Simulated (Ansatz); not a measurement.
# Co3W2: the cost of one run

Computed with Ansatz 0.2.0 (DFT PBE, scalar-relativistic, plane waves, PAW, unless a step's input says otherwise).

3 further runs of the same task are left out: 2 that didn't finish, 1 set aside as unsound or not needed.

## (1) The structure to begin with

Symmetry: R-3m, No. 166, trigonal system. Conventional cell: a = 4.161 Å, b = 4.161 Å, c = 12.812 Å, α = 90.00°, β = 90.00°, γ = 120.00°. Co (site symmetry -3m) is surrounded by 6 Co at 2.57 Å and 8 W at 2.72 to 2.86 Å. Around Co (site symmetry 3m) lie 4 Co at 2.43 to 2.57 Å and 4 W at 2.47 to 2.48 Å. W (site symmetry 3m) has 5 Co at 2.47 to 2.72 Å and 3 W at 2.67 Å as nearest neighbours.

Coordinates:

```
CELL_PARAMETERS angstrom
2.08029 1.20106 4.27058
-2.08029 1.20106 4.27058
0.00000 -2.40212 4.27058
ATOMIC_POSITIONS crystal
Co 0.00000 0.00000 0.00000
Co 0.40518 0.40518 0.40518
Co 0.59482 0.59482 0.59482
W 0.21208 0.21208 0.21208
W 0.78792 0.78792 0.78792
```

The cell was relaxed beforehand at this level, from a generated guess; it needn't be the stable form of this composition. At a tolerance of 0.05 Å it has space group R-3m (No. 166); it has 12.80 Å³/atom, an uncorrected energy of +0.21 eV/atom over the elements.

## (2) Bands, states and charges

input.yaml

```yaml
crystal:
  lattice:
    - [2.0802935576, 1.2010580455, 4.2705791262]
    - [-2.0802935576, 1.2010580455, 4.2705791262]
    - [0.0, -2.402116091, 4.2705791262]
  atoms:
    - { symbol: Co, position: [0.0, 0.0, 0.0], spin: -0.89 }
    - { symbol: Co, position: [0.405183799, 0.405183799, 0.405183799], spin: 0.57 }
    - { symbol: Co, position: [0.594816201, 0.594816201, 0.594816201], spin: 0.57 }
    - { symbol: W, position: [0.2120758589, 0.2120758589, 0.2120758589] }
    - { symbol: W, position: [0.7879241411, 0.7879241411, 0.7879241411] }
basis:
  ecutwfc: 420
kpoints:
  mp_grid: { grid: [12, 12, 12] }
  band_path:
    path:
      - [[0.0, 0.0, 0.0], [0.5, 0.5, 0.5], [0.78060268, 0.21939732, 0.5]]
      - [[0.5, -0.21939732, 0.21939732], [0.5, 0.0, 0.0], [0.0, 0.0, 0.0], [0.35969866, -0.35969866, 0.0]]
      - [[0.64030134, 0.0, 0.35969866], [0.5, 0.0, 0.5], [0.0, 0.0, 0.0]]
    npoints: 14
hamiltonian:
  xc: pbe
scf:
  occupations: { method: gaussian, width: 0.1 }
  n_extra_bands: 12
output:
  forces: true
  stress: true
  eigenvalues: true
  populations: true
  dos: { projected: true, de: 0.02, nscf_kmesh: { grid: [15, 15, 15] } }
  bader: true
magnetization:
  spin_polarized: true
checkpoint:
  read: start.run
  write: ck
  compress: false
  write_wavefunctions: false
  write_every: 100000
```

On the command line:

```
$ ansatz run input.yaml --threads 4 --pin off --max-ram 8192MiB --backend cpu --events-out ev --progress --plain --runs-dir out
```

What time and memory should one allow on 4 threads of Arm Neoverse V1, shared host?

About 69 s, with a peak of 1.2 GiB.
